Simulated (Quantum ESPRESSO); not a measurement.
# WS2 under changes of volume

One of the cells (49.592 Å³/atom); the others are scaled copies at fixed shape and fractional positions:

```
W S
1.0
     3.18352    0.00000    0.00000
    -1.59176    2.75701    0.00000
     0.00000    0.00000   16.95058
W S
1 2
Direct
  0.00000 0.00000 0.00000
  0.33333 0.66667 0.09200
  0.33333 0.66667 0.90800
```

* Program: Quantum ESPRESSO 7.5
* Functional: LDA
* Potentials or basis: PseudoDojo 0.4.1 SR LDA stringent
* Cutoff: 1687 eV
* Density cutoff: 6748 eV
* k mesh: 7 × 7 × 1
* Occupations: fermi-dirac, width 0.05 eV
* Spin: no spin polarisation

```tsv
volume (Å³/atom)	energy over the lowest point (meV/atom)	gap on the mesh (eV)	largest force (eV/Å)
46.616	?	?	?
47.608	0.00	2.19	0.324
48.600	2.33	2.14	0.066
49.592	12.10	2.10	0.426
50.583	28.54	2.05	0.759
51.575	50.94	2.01	1.066
52.567	78.67	1.96	1.350
```

Problem. What does the run at 46.616 Å³/atom give?

Solution. Energy over the lowest point 5.99 meV/atom; gap on the mesh 2.25 eV; largest force 0.746 eV/Å.

Worked out: A Birch-Murnaghan fit of order 3 (a polynomial in V^(-2/3)) to the other rows has its minimum at 47.81 Å³/atom with B0 = V·E''(V) = 63 GPa and B' = 4.4 at fixed shape and positions, which overstates the stiffness. It gives 6.03 meV/atom at 46.616 Å³/atom, against the run's 5.99. A straight line through the other rows of the gap, of slope -2.29 eV per unit of ln V, extrapolates to 2.24 eV, against the run's 2.25.

Energies are extrapolated to zero smearing.

Caveats: spin-orbit coupling is left out, which moves the levels of the heavy elements.

A mesh can miss the band edges.
